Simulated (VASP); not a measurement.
The system is La.

```xyz
1
Lattice="-2.1518 2.1518 2.1518 2.1518 -2.1518 2.1518 2.1518 2.1518 -2.1518" Properties=species:S:1:pos:R:3 pbc="T T T"
La    0.0000    0.0000    0.0000
```

This isn't the form of La at room conditions, which is double hcp.

The cell isn't the ideal one: functional r2scan, volume scaled by 1.04, PAW files.

Base run:

```yaml
Program: VASP 6.6.1
Functional: r2SCAN
Potentials_or_basis: VASP PAW PBE potentials, release 64 (La)
Cutoff: 520 eV
k_mesh: 11 × 11 × 11
Occupations: fermi-dirac, width 0.03 eV
Spin: no spin polarisation
```

Its results: band gap on the k mesh none (metal or under the smearing width); pressure -0.8 GPa.

Task: The run is repeated on the same cell with these changes: functional from r2SCAN to LDA; potentials or basis from VASP PAW PBE potentials, release 64 (La) to VASP PAW LDA potentials, release 64 (La). What comes out?

Result: Band gap on the k mesh none (metal or under the smearing width); pressure -4.3 GPa.

Caveats: the PAW data sets were made with another functional, which shifts forces and pressure a little (some runs).
